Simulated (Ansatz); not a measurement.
**Ideal shear of a crystal plane in Rh**

Theory: Ansatz 0.2.0, DFT PBE, scalar-relativistic, plane waves, PAW. Cutoff 420 eV, Γ-centred 25×25×5 k-points, Gaussian smearing of 0.15 eV. No spin polarisation. Energies are free energies at this smearing, counted from the undisturbed cell; pressure is positive in compression.

The starting cell (relaxed at this level; with this scan's settings it stands at 0.1 GPa):

```yaml
crystal:
  lattice:
    - [1.91497, -1.91497, 0.00000]
    - [1.91497, 0.00000, -1.91497]
    - [7.65986, 7.65986, 7.65986]
  atoms:
    - { symbol: Rh, position: [0.66667, 0.66667, 0.08332] }
    - { symbol: Rh, position: [0.00000, 0.00000, 0.91665] }
    - { symbol: Rh, position: [0.33333, 0.33333, 0.24998] }
    - { symbol: Rh, position: [0.66667, 0.66667, 0.58332] }
    - { symbol: Rh, position: [0.00000, 0.00000, 0.41665] }
    - { symbol: Rh, position: [0.33333, 0.33333, 0.74998] }
```

The cut lies on the cell's a–b face, a (1 1 1) plane (indices in the standard cell, whose axes needn't be the Cartesian ones shown) of area 6.35 Å², between layers 2.21 Å apart. Vector c is tilted by f times 1·a + 1·b (length 4.691 Å) with the atoms' Cartesian places fixed: one unrelaxed fault a cell. The traction is dγ/du, the slope of γ against the slip u in Å.

```
     f  γ (mJ/m²) traction (GPa)
0.0000          0             0.0
0.1667       1374            22.8
0.3333       2029             0.0
0.5000       1392           -21.3
0.6667        205             0.0
0.8333        524            -1.9
```

Read off the first barrier and the stress needed to climb it, and compare with Frenkel's sinusoid.

The first sampled maximum lies at f = 0.333, a slip of 1.56 Å, with γ ≈ 2029 mJ/m², which stands in for the unstable fault energy γ_us, and the steepest sampled slope before it is 22.8 GPa. A sinusoid γ = γ_us sin²(πu/λ) with its maximum there has λ = 3.13 Å and a largest slope πγ_us/λ = 20.4 GPa (1 mJ/m² per Å = 0.01 GPa). The stand-in is too high: a rotation axis of order three or more passes through this point, so the curvature is the same in every direction of the plane and the point is a peak of the γ-surface, which slip goes round.

Is there a metastable fault on this line?

The samples dip to a local minimum of 205 mJ/m² at f = 0.667. If it survives relaxation and slip across the line, it is a planar fault that lets a dislocation split into partials, more widely the lower its energy. Between this point and the perfect stacking at f = 1 the samples rise only to 524 mJ/m², so slip in the opposite sense meets a far lower barrier than the first maximum.

The cut is rigid; relaxing the faces lowers these energies and usually the stresses.

In a metal these slopes depend on the k mesh and the smearing.

Cost: 6 runs of about 16 core-minutes in all, on Oxide Virtual Turin-like Processor (Zen 5) (shared hosts).